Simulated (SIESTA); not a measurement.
## Nb: single point with PBE

The system is Nb.

```xyz
1
Lattice="-1.6640 1.6640 1.6640 1.6640 -1.6640 1.6640 1.6640 1.6640 -1.6640" Properties=species:S:1:pos:R:3 pbc="T T T"
Nb    0.0000    0.0000    0.0000
```

* Program: SIESTA 5.4.2
* Task: single point
* Functional: PBE
* Potentials or basis: PseudoDojo 0.4 standard (PBE files)
* Basis: DZP (energy shift 0.003 Ry; two zetas on semicore shells)
* Grid cutoff: 800 Ry
* Energy shift: 0.003 Ry
* k mesh: 11 × 11 × 11
* Occupations: fermi-dirac, width 0.05 eV
* Spin: no spin polarisation

```json
{
  "Pressure": "-0.7 GPa",
  "Band gap on the k mesh": "none (metal or under the smearing width)"
}
```

Levels at points of the mesh, in eV from the Fermi level:
```tsv
k point	band 4	band 5	band 6	band 7	band 8	band 9	band 10	band 11
(0.00, 0.00, 0.00)	-29.77	-5.87	0.36	0.36	0.36	3.26	3.26	32.99
```

It took 4.2 min on 1 thread of Intel(R) Xeon(R) Processor @ 2.50GHz (Skylake/Cascade Lake), with other jobs on the host, peak memory 0.33 GiB.

Caveat: the basis of atomic orbitals isn't converged, which shifts pressures, moduli and gaps.
